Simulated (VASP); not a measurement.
A run of VASP 6.6.1:

INCAR

```
PREC     = Accurate       # precision mode
ENCUT    = 600            # plane-wave cutoff, eV
EDIFF    = 1E-6           # SCF threshold, eV
ISMEAR   = -1             # smearing method
SIGMA    = 0.05           # smearing width, eV
LREAL    = False          # projectors in reciprocal space
LASPH    = True           # aspherical terms in the spheres
NELM     = 60             # most SCF steps
ALGO     = Normal         # electronic algorithm
ISIF     = 3              # what is computed and relaxed
LWAVE    = False          # write WAVECAR
LCHARG   = False          # write CHGCAR
GGA      = PE             # functional
IVDW     = 13             # dispersion correction
IBRION   = 2              # ionic algorithm
NSW      = 60             # ionic steps
EDIFFG   = -0.01          # ionic threshold
```

File KPOINTS:

```
Automatic mesh
0
Gamma
  10 10 3
```

POSCAR

```
SiC
1.0
    3.0756941497      0.0000000000      0.0000000000
   -1.5378470748      2.6636292679      0.0000000000
    0.0000000000      0.0000000000     10.0706464800
Si C
4 4
Direct
    0.0000000000      0.0000000000      0.1878943800
    0.0000000000      0.0000000000      0.6878943800
    0.3333333333      0.6666666667      0.4378419800
    0.6666666667      0.3333333333      0.9378419800
    0.0000000000      0.0000000000      0.0004600500
    0.0000000000      0.0000000000      0.5004600500
    0.3333333333      0.6666666667      0.2498025900
    0.6666666667      0.3333333333      0.7498025900
```

Potentials or basis: VASP PAW PBE potentials, release 64 (Si, C).

The run is started by

```console
$ cat potpaw_PBE.64/Si/POTCAR potpaw_PBE.64/C/POTCAR > POTCAR
$ mpirun -np 1 vasp_std > vasp.out
```

Hardware: 1 thread of Intel(R) Xeon(R) Platinum 8488C (Sapphire Rapids), with other jobs on the host.

Question: Estimate the wall time of this run.

Answer: Run time: 100 s on 1 thread of Intel(R) Xeon(R) Platinum 8488C (Sapphire Rapids), with other jobs on the host, peak memory 0.25 GiB. Counts: scf iterations 25, k points 28, ion steps 3.
